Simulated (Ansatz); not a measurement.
A run of Ansatz 0.2.0 is set up as follows.

The input input.yaml:

```yaml
crystal:
  lattice:
    - [4.8126997814, 0.0, 0.0]
    - [0.0, 4.87188446, 0.0]
    - [-0.8628854487, 0.0, 4.9665942755]
  atoms:
    - { symbol: Ti, position: [0.27743526, 0.05280836, 0.21314827] }
    - { symbol: Ti, position: [0.72256474, 0.55280836, 0.28685173] }
    - { symbol: Ti, position: [0.72256474, 0.94719164, 0.78685173] }
    - { symbol: Ti, position: [0.27743526, 0.44719164, 0.71314827] }
    - { symbol: O, position: [0.06383822, 0.17696552, 0.85155674] }
    - { symbol: O, position: [0.93616178, 0.67696552, 0.64844326] }
    - { symbol: O, position: [0.93616178, 0.82303448, 0.14844326] }
    - { symbol: O, position: [0.06383822, 0.32303448, 0.35155674] }
    - { symbol: O, position: [0.44536099, 0.75763174, 0.46677186] }
    - { symbol: O, position: [0.55463901, 0.25763174, 0.03322814] }
    - { symbol: O, position: [0.55463901, 0.24236826, 0.53322814] }
    - { symbol: O, position: [0.44536099, 0.74236826, 0.96677186] }
hamiltonian:
  xc: rpbe
  pseudopotentials: { kind: paw }
  dispersion: d3bj
kpoints:
  mp_grid: { grid: [6, 6, 6] }
scf:
  occupations: { method: fermi_dirac, width: 0.05 }
output:
  forces: true
  stress: true
  eigenvalues: true
  write_density: true
  write_potential: true
  elf: true
  volumetric_format: npy
relax:
  f_tol: 0.01
  max_steps: 40
  cell: { stress_tol: 0.05 }
```

Potentials or basis: Ansatz PAW.

Run with:

```console
$ ansatz run input.yaml --threads 4 --pin off --max-ram 11264MiB --backend cpu --events-out ev --progress --plain --runs-dir out
```

(1) What does it give for the relaxed cell?

(2) What does it give for the space group after relaxing (to 0.05 Å)?

(3) What does it give for the band gap on the k mesh?

(4) What does it give for the relaxed volume?

Results:

(1) a = 4.599 Å, b = 4.884 Å, c = 4.753 Å, α = 90.00°, β = 97.99°, γ = 90.00°.

(2) P2_1/c (No. 14).

(3) 2.42 eV, indirect (least direct gap 2.57 eV).

(4) 8.81 Å³/atom.

Caveat: the plane-wave basis is chosen anew once the cell has moved, so the energies of steps on either side of that aren't comparable; the pressure holds a Pulay correction of +0.8 GPa for the finite cutoff; the PAW data sets come from PBE, with cores solved anew for the run's functional, which leaves a small shift of forces and pressure.
